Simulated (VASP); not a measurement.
# SnO (P6_3/mmc) in VASP: further runs

One crystal, SnO, is run at these levels: HSE06, r2SCAN; tasks: single point.

Program: VASP 6.6.1. These are calculated values, not measurements. Logs are shortened: lines on timing, memory, paths and dates and some standing lists are left out, and cuts for length are marked.

**1. The crystal as given**

It takes space group P6_3/mmc (No. 194, hexagonal). Conventional cell: a = 4.125 Å, b = 4.125 Å, c = 5.185 Å, α = 90.00°, β = 90.00°, γ = 120.00°. Sn (site symmetry -6m2) is surrounded by 5 O at 2.38 to 2.59 Å. O (site symmetry -6m2) has 5 Sn at 2.38 to 2.59 Å as nearest neighbours.

The cell was built by a generator and needn't be a form met in nature.

**2. Single point, HSE06**

File POSCAR:

```
SnO
1.0
    4.1254993130      0.0000000000      0.0000000000
   -2.0627496565      3.5727872084      0.0000000000
    0.0000000000      0.0000000000      5.1854029691
Sn O
2 2
Direct
    0.3333333333      0.6666666667      0.2500000000
    0.6666666667      0.3333333333      0.7500000000
    0.6666666667      0.3333333333      0.2500000000
    0.3333333333      0.6666666667      0.7500000000
```

File INCAR.step1:

```
PREC = Accurate ; ENCUT = 520
EDIFF = 1E-5 ; ISMEAR = 0
SIGMA = 0.01 ; LREAL = F
LASPH = T ; NELM = 100
ALGO = Normal ; ISIF = 2
LWAVE = T ; GGA = PE
NBANDS = 28
```

File INCAR.step2:

```
PREC = Accurate ; ENCUT = 520
EDIFF = 1E-6 ; ISMEAR = 0
SIGMA = 0.01 ; LREAL = F
LASPH = T ; NELM = 100
ALGO = Normal ; ISIF = 2
LWAVE = F ; LCHARG = T
GGA = PE ; LHFCALC = T
HFSCREEN = 0.2079 ; PRECFOCK = Normal
LELF = T ; LVHAR = T
ISTART = 1 ; NBANDS = 28
```

File KPOINTS:

```
regular mesh
0
Gamma
  6 6 2
```

Potentials or basis: VASP PAW PBE potentials, release 64 (Sn_d, O).

Started as:

```bash
cat potpaw_PBE.64/Sn_d/POTCAR potpaw_PBE.64/O/POTCAR > POTCAR
cp INCAR.step1 INCAR
mpirun -np 1 vasp_std > vasp.out
cp INCAR.step2 INCAR
mpirun -np 1 vasp_std > vasp.out
```

OUTCAR:

```text
PREC = Accurate
   ENCUT = 520
   EDIFF = 1E-6
   ISMEAR = 0
   LREAL = F
   LASPH = T
   NELM = 100
   ISIF = 2
   GGA = PE
   LHFCALC = T
   HFSCREEN = 0.2079
   PRECFOCK = Normal
   ISTART = 1

 ion  position               nearest neighbor table
   1  0.333  0.667  0.250-   3 2.38   3 2.38   3 2.38   4 2.59   4 2.59   2 3.52   2 3.52   2 3.52
                             2 3.52   2 3.52   2 3.52
   2  0.667  0.333  0.750-   4 2.38   4 2.38   4 2.38   3 2.59   3 2.59   1 3.52   1 3.52   1 3.52
                             1 3.52   1 3.52   1 3.52
   3  0.667  0.333  0.250-   1 2.38   1 2.38   1 2.38   2 2.59   2 2.59
   4  0.333  0.667  0.750-   2 2.38   2 2.38   2 2.38   1 2.59   1 2.59

  LATTYP: Found a hexagonal cell.
 ALAT       =     4.1254993130
 C/A-ratio  =     1.2569152424

  Lattice vectors:

 A1 = (   4.1254993130,   0.0000000000,   0.0000000000)
 A2 = (  -2.0627496565,   3.5727872084,   0.0000000000)
 A3 = (   0.0000000000,   0.0000000000,   5.1854029691)

Analysis of symmetry for initial positions (statically):
=====================================================================
 Subroutine PRICEL returns:
 Original cell was already a primitive cell.

 Routine SETGRP: Setting up the symmetry group for a
 hexagonal supercell.

 Subroutine GETGRP returns: Found 24 space group operations
 (whereof 12 operations were pure point group operations)
 out of a pool of 24 trial point group operations.

The static configuration has the point symmetry D_3d.
 The point group associated with its full space group is D_6h.

Analysis of symmetry for dynamics (positions and initial velocities):
=====================================================================
 Subroutine PRICEL returns:
 Original cell was already a primitive cell.

 Routine SETGRP: Setting up the symmetry group for a
 hexagonal supercell.

 Subroutine GETGRP returns: Found 24 space group operations
 (whereof 12 operations were pure point group operations)
 out of a pool of 24 trial point group operations.

The dynamic configuration has the point symmetry D_3d.
 The point group associated with its full space group is D_6h.

 Subroutine INISYM returns: Found 24 space group operations
 (whereof 12 operations are pure point group operations),
 and found     1 'primitive' translations

----------------------------------------------------------------------------------------

                                     Primitive cell

  volume of cell :      76.4304

  direct lattice vectors                    reciprocal lattice vectors
     4.125499313  0.000000000  0.000000000     0.242394902  0.139946762  0.000000000
    -2.062749656  3.572787208  0.000000000     0.000000000  0.279893523  0.000000000
     0.000000000  0.000000000  5.185402969     0.000000000  0.000000000  0.192849043

  length of vectors
     4.125499313  4.125499313  5.185402969     0.279893523  0.279893523  0.192849043

  position of ions in fractional coordinates (direct lattice)
     0.333333333  0.666666667  0.250000000
     0.666666667  0.333333333  0.750000000
     0.666666667  0.333333333  0.250000000
     0.333333333  0.666666667  0.750000000

  ion indices of the primitive-cell ions
   primitive index   ion index
                 1           1
                 2           2
                 3           3
                 4           4

----------------------------------------------------------------------------------------

 KPOINTS: regular mesh

Automatic generation of k-mesh.
 Grid dimensions read from file:
 generate k-points for:    6    6    2

 Generating k-lattice:

  Cartesian coordinates                     Fractional coordinates (reciprocal lattice)
     0.040399150  0.023324460  0.000000000     0.166666667  0.000000000  0.000000000
     0.000000000  0.046648921  0.000000000     0.000000000  0.166666667  0.000000000
     0.000000000  0.000000000  0.096424521     0.000000000  0.000000000  0.500000000

  Length of vectors
     0.046648921  0.046648921  0.096424521

  Shift w.r.t. Gamma in fractional coordinates (k-lattice)
     0.000000000  0.000000000  0.000000000

 Subroutine IBZKPT returns following result:
 ===========================================

 Found     14 irreducible k-points:

 Following reciprocal coordinates:
            Coordinates               Weight
  0.000000  0.000000  0.000000      1.000000
  0.166667  0.000000  0.000000      6.000000
  0.333333  0.000000  0.000000      6.000000
  0.500000  0.000000  0.000000      3.000000
  0.166667  0.166667  0.000000      6.000000
  0.333333  0.166667  0.000000     12.000000
  0.333333  0.333333  0.000000      2.000000
  0.000000  0.000000  0.500000      1.000000
  0.166667  0.000000  0.500000      6.000000
  0.333333  0.000000  0.500000      6.000000
  0.500000  0.000000  0.500000      3.000000
  0.166667  0.166667  0.500000      6.000000
  0.333333  0.166667  0.500000     12.000000
  0.333333  0.333333  0.500000      2.000000
   k-points           NKPTS =     14   k-points in BZ     NKDIM =     72   number of bands    NBANDS=     28
   number of dos      NEDOS =    301   number of ions     NIONS =      4
   total plane-waves  NPLWV =  40960
   dimension x,y,z NGX =    32 NGY =   32 NGZ =   40
   dimension x,y,z NGXF=    64 NGYF=   64 NGZF=   80
   ions per type =               2   2
   NGX,Y,Z   is equivalent  to a cutoff of  12.90, 12.90, 12.82 a.u.
   NGXF,Y,Z  is equivalent  to a cutoff of  25.79, 25.79, 25.65 a.u.
 SYSTEM =  unknown system
   PREC   = accura    normal or accurate (medium, high low for compatibility)
   ISTART =      1    job   : 0-new  1-cont  2-samecut
   ICHARG =      0    charge: 1-file 2-atom 10-const
   ISPIN  =      1    spin polarized calculation?
   LNONCOLLINEAR =      F non collinear calculations
   LSORBIT =      F    spin-orbit coupling
   LASPH  =      T    aspherical Exc in radial PAW
   ENCUT  =  520.0 eV  38.22 Ry    6.18 a.u.   7.67  7.67  9.64*2*pi/ulx,y,z
   NELM   =    100;   NELMIN=  2; NELMDL=  0     # of ELM steps
   EDIFF  = 0.1E-05   stopping-criterion for ELM
   LREAL  =      F    real-space projection
   EDIFFG = 0.1E-04   stopping-criterion for IOM
   NSW    =      0    number of steps for IOM
   IBRION =     -1    ionic relax: 0-MD 1-quasi-New 2-CG
   NFREE  =      0    steps in history (QN), initial steepest desc. (CG)
   ISIF   =      2    stress and relaxation
   ISYM   =      3    0-nonsym 1-usesym 2-fastsym
   POTIM  = 0.5000    time-step for ionic-motion
   TEBEG  =    0.0;   TEEND  =   0.0 temperature during run
   PSTRESS=    0.0 pullay stress
   NELECT =      40.0000    total number of electrons
   NUPDOWN=      -1.0000    fix difference up-down
   EMIN   =  10.00;   EMAX   =-10.00  energy-range for DOS
   EFERMI =   0.00;   METHOD = LEGACY
   ISMEAR =     0;   SIGMA  =   0.01  broadening in eV -4-tet -1-fermi 0-gaus
   EFERMI_NEDOS =   21; number of points for ismear=-14 and -15
   IALGO  =     38    algorithm
   IMIX   =      1    mixing-type and parameters
     AMIX     =   0.40;   BMIX     =  1.00
     AMIX_MAG =   1.60;   BMIX_MAG =  1.00
  volume/ion in A,a.u.               =      19.11       128.94
  Fermi-wavevector in a.u.,A,eV,Ry     =   1.319287  2.493092 23.681204  1.740519
  Thomas-Fermi vector in A             =   2.449196
   LORBIT       =      0    0 simple, 1 ext, 2 COOP (PROOUT), +10 PAW based schemes
   GGA     = PE    functional components
   LHFCALC =     T    Hartree Fock is set to
   PRECFOCK=normal    Normal, Fast or Accurate (Low or Medium for compatibility)
   ENCUT4O =  -1.0   cutoff for four orbital integrals eV
   NKREDX  =     1    reduce k-point grid by
   NKREDY  =     1    reduce k-point grid by
   NKREDZ  =     1    reduce k-point grid by
   AEXX    =    0.2500 exact exchange contribution
   HFSCREEN=    0.2079 screening length (either q_TF or 0.3 A-1)
   HFSCREENC=   0.2079 screening length for correlation (either q_TF or 0.3 A-1)
   ENCUTFOCK=  -1.0 apply spherical cutoff to Coloumb kernel
   IVDW    =     0    specifies the selected vdW correction
   LEPSILON=     F    determine dielectric tensor
   LRPA    =     F    only Hartree local field effects (RPA)
 non-spin polarized calculation
 Gauss-broadening in eV      SIGMA  =   0.01
  energy-cutoff  :      520.00
  volume of cell :       76.43
 maximum number of plane-waves:      2077
 NGX is ok and might be reduce to    32
  NGX = 24; NGY = 24; NGZ = 30

 number of electron      40.0000000 magnetization

 Free energy of the ion-electron system (eV)
  ---------------------------------------------------
  ext. energy  EPLUGINS =         0.00000000
  ---------------------------------------------------
  free energy    TOTEN  =       -25.30282854 eV

  energy without entropy =      -25.30282854  energy(sigma->0) =      -25.30282854

 E-fermi :   6.6026     XC(G=0):  -8.1449

 val. band max:        6.4840609594   @ k =   0.3333   0.3333   0.5000
 cond. band min:       7.2733854169   @ k =   0.3333   0.3333   0.5000
 fundamental gap:      0.7893244575
 Fermi energy:         6.6025573489

 k-point     1 :       0.0000    0.0000    0.0000
  band No.  band energies     occupation
      1     -17.9742      2.00000
      2     -17.7512      2.00000
      3     -17.7512      2.00000
      4     -17.7109      2.00000
      5     -17.6847      2.00000
      6     -17.6847      2.00000
[... 20 lines left out ...]
     27      14.5377      0.00000
     28      16.7428      0.00000

 k-point     2 :       0.1667    0.0000    0.0000
  band No.  band energies     occupation
      1     -17.9652      2.00000
      2     -17.7557      2.00000
      3     -17.7509      2.00000
      4     -17.7225      2.00000
      5     -17.6954      2.00000
      6     -17.6802      2.00000
[... 20 lines left out ...]
     27      15.4948      0.00000
     28      15.8489      0.00000

 k-point     3 :       0.3333    0.0000    0.0000
  band No.  band energies     occupation
      1     -17.9431      2.00000
      2     -17.7774      2.00000
      3     -17.7639      2.00000
      4     -17.7498      2.00000
      5     -17.6889      2.00000
      6     -17.6847      2.00000
[... 306 lines left out ...]
      3     -17.7399      2.00000
      4     -17.7399      2.00000
      5     -17.7185      2.00000
      6     -17.7185      2.00000
[... 20 lines left out ...]
     27      16.6817      0.00000
     28      16.6817      0.00000

 k-point    14 :       0.3333    0.3333    0.5000
  band No.  band energies     occupation
      1     -17.7728      2.00000
      2     -17.7728      2.00000
      3     -17.7592      2.00000
      4     -17.7592      2.00000
      5     -17.7183      2.00000
      6     -17.7183      2.00000
[... 20 lines left out ...]
     27      17.1899      0.00000
     28      17.1899      0.00000

------------------------ aborting loop because EDIFF is reached ----------------------------------------

  FORCE on cell =-STRESS in cart. coord.  units (eV):
  Direction    XX          YY          ZZ          XY          YZ          ZX
  --------------------------------------------------------------------------------------
  -------------------------------------------------------------------------------------
  Total       -0.3015348     -0.3015348      1.0105290      0.0000000      0.0000000      0.0000000
  in kB       -6.3209422     -6.3209422     21.1832786      0.0000000      0.0000000      0.0000000
  external PRESSURE =       2.8471314 kB  Pullay stress =       0.0000000 kB

 VOLUME and BASIS-vectors are now :
 -----------------------------------------------------------------------------
  energy-cutoff  :      520.00
  volume of cell :       76.43
      direct lattice vectors                 reciprocal lattice vectors
     4.125499313  0.000000000  0.000000000     0.242394902  0.139946762  0.000000000
    -2.062749656  3.572787208  0.000000000     0.000000000  0.279893523  0.000000000
     0.000000000  0.000000000  5.185402969     0.000000000  0.000000000  0.192849043

 POSITION                                       TOTAL-FORCE (eV/Angst)
 -----------------------------------------------------------------------------------
     -0.00000      2.38186      1.29635        -0.000000      0.000000     -0.000000
      2.06275      1.19093      3.88905         0.000000     -0.000000      0.000000
      2.06275      1.19093      1.29635        -0.000000      0.000000      0.000000
     -0.00000      2.38186      3.88905         0.000000     -0.000000      0.000000
 -----------------------------------------------------------------------------------
    total drift:                                0.000003     -0.000001     -0.000000

  FREE ENERGIE OF THE ION-ELECTRON SYSTEM (eV)
  ---------------------------------------------------
  free  energy   TOTEN  =       -25.3028285382 eV

  energy  without entropy=      -25.3028285382  energy(sigma->0) =      -25.30282854
```

It took 28 min on 1 thread of Intel Xeon 6975P-C (Granite Rapids), shared host; peak memory 0.33 GiB.

What came out:

```yaml
Free_energy: -25.3028 eV
Pressure: 0.3 GPa
Band_gap_on_the_k_mesh: 0.79 eV, direct
```

Stress tensor (GPa, compression positive):
```
-0.63  0.00  0.00
 0.00 -0.63  0.00
 0.00  0.00  2.12
```

Caveat: the k mesh is coarse (spacing up to 0.61 Å⁻¹), so the values aren't converged, least of all with exact exchange; the PAW data sets were made with another functional, which shifts forces and pressure a little; spin-orbit coupling is left out, which moves the levels of the heavy elements. A k mesh can miss the band edges.

**3. Single point, r2SCAN**

POSCAR is that of step 2.

File INCAR.step1:

```
ALGO = Normal ; EDIFF = 1E-4
ENCUT = 520 ; GGA = PE
ISMEAR = 0 ; LASPH = T
LCHARG = F ; LREAL = F
LWAVE = T ; NBANDS = 28
NELM = 100 ; PREC = Accurate
SIGMA = 0.01
```

File INCAR.step2:

```
ALGO = Normal ; EDIFF = 1E-6
ENCUT = 520 ; ISIF = 2
ISMEAR = 0 ; ISTART = 1
LASPH = T ; LCHARG = F
LMIXTAU = T ; LREAL = F
LWAVE = F ; METAGGA = R2SCAN
NBANDS = 28 ; NELM = 100
PREC = Accurate ; SIGMA = 0.01
```

File KPOINTS:

```
k-points
0
Gamma
  6 6 4
```

Potentials or basis: VASP PAW PBE potentials, release 64 (Sn_d, O).

Started as:

```bash
cat potpaw_PBE.64/Sn_d/POTCAR potpaw_PBE.64/O/POTCAR > POTCAR
cp INCAR.step1 INCAR
mpirun -np 1 vasp_std > vasp.out
cp INCAR.step2 INCAR
mpirun -np 1 vasp_std > vasp.out
```

OUTCAR:

```text
EDIFF = 1E-6
   ENCUT = 520
   ISIF = 2
   ISMEAR = 0
   ISTART = 1
   LASPH = T
   LREAL = F
   METAGGA = R2SCAN
   NELM = 100
   PREC = Accurate

 ion  position               nearest neighbor table
   1  0.333  0.667  0.250-   3 2.38   3 2.38   3 2.38   4 2.59   4 2.59   2 3.52   2 3.52   2 3.52
                             2 3.52   2 3.52   2 3.52
   2  0.667  0.333  0.750-   4 2.38   4 2.38   4 2.38   3 2.59   3 2.59   1 3.52   1 3.52   1 3.52
                             1 3.52   1 3.52   1 3.52
   3  0.667  0.333  0.250-   1 2.38   1 2.38   1 2.38   2 2.59   2 2.59
[... 852 lines left out ...]
  --------------------------------------------------------------------------------------
  -------------------------------------------------------------------------------------
  Total        0.1490465      0.1490465      0.0425159      0.0000000     -0.0000000      0.0000000
  in kB        3.1243965      3.1243965      0.8912422      0.0000000     -0.0000000      0.0000000
  external PRESSURE =       2.3800118 kB  Pullay stress =       0.0000000 kB

 VOLUME and BASIS-vectors are now :
 -----------------------------------------------------------------------------
  energy-cutoff  :      520.00
  volume of cell :       76.43
      direct lattice vectors                 reciprocal lattice vectors
     4.125499313  0.000000000  0.000000000     0.242394902  0.139946762  0.000000000
    -2.062749656  3.572787208  0.000000000     0.000000000  0.279893523  0.000000000
     0.000000000  0.000000000  5.185402969     0.000000000  0.000000000  0.192849043

 POSITION                                       TOTAL-FORCE (eV/Angst)
 -----------------------------------------------------------------------------------
     -0.00000      2.38186      1.29635        -0.000000      0.000000      0.000000
      2.06275      1.19093      3.88905        -0.000000      0.000000      0.000000
      2.06275      1.19093      1.29635         0.000000      0.000000      0.000000
     -0.00000      2.38186      3.88905         0.000000     -0.000000      0.000000
 -----------------------------------------------------------------------------------
    total drift:                                0.000000     -0.000000      0.000000

  FREE ENERGIE OF THE ION-ELECTRON SYSTEM (eV)
  ---------------------------------------------------
  free  energy   TOTEN  =       -64.4176542052 eV

  energy  without entropy=      -64.4176542052  energy(sigma->0) =      -64.41765421
```

OUTCAR.step1:

```text
EDIFF = 1E-4
   ENCUT = 520
   GGA = PE
   ISMEAR = 0
[... 880 lines left out ...]
     -0.00000      2.38186      1.29635         0.000000     -0.000000      0.000000
      2.06275      1.19093      3.88905        -0.000000      0.000000      0.000000
      2.06275      1.19093      1.29635        -0.000000      0.000000      0.000000
     -0.00000      2.38186      3.88905         0.000000      0.000000      0.000000
 -----------------------------------------------------------------------------------
    total drift:                                0.000000     -0.000000      0.000000

  FREE ENERGIE OF THE ION-ELECTRON SYSTEM (eV)
  ---------------------------------------------------
  free  energy   TOTEN  =       -20.9125053981 eV

  energy  without entropy=      -20.9125053981  energy(sigma->0) =      -20.91250540
```

It took 58 s on 1 thread of Intel Xeon 6975P-C (Granite Rapids), shared host; peak memory 0.21 GiB.

What came out:

```yaml
Free_energy: -64.4177 eV
Pressure: 0.2 GPa
Band_gap_on_the_k_mesh: 0.57 eV, direct
```

Stress tensor (GPa, compression positive):
```
0.31 0.00 0.00
0.00 0.31 0.00
0.00 0.00 0.09
```

Levels at points of the mesh, in eV from the valence-band top:
| k point | band 18 | band 19 | band 20 | band 21 | band 22 | band 23 |
| --- | --- | --- | --- | --- | --- | --- |
| (0.00, 0.00, 0.00) | -4.15 | -4.15 | -3.89 | 3.25 | 3.31 | 3.31 |
| (0.50, 0.00, 0.00) | -4.51 | -1.95 | -1.83 | 1.01 | 3.47 | 3.56 |
| (0.00, 0.00, 0.50) | -4.55 | -2.30 | -2.30 | 2.77 | 2.77 | 3.40 |
| (0.50, 0.00, 0.50) | -4.17 | -1.11 | -1.11 | 0.87 | 0.87 | 3.40 |

Caveat: the PAW data sets were made with another functional, which shifts forces and pressure a little; spin-orbit coupling is left out, which moves the levels of the heavy elements.
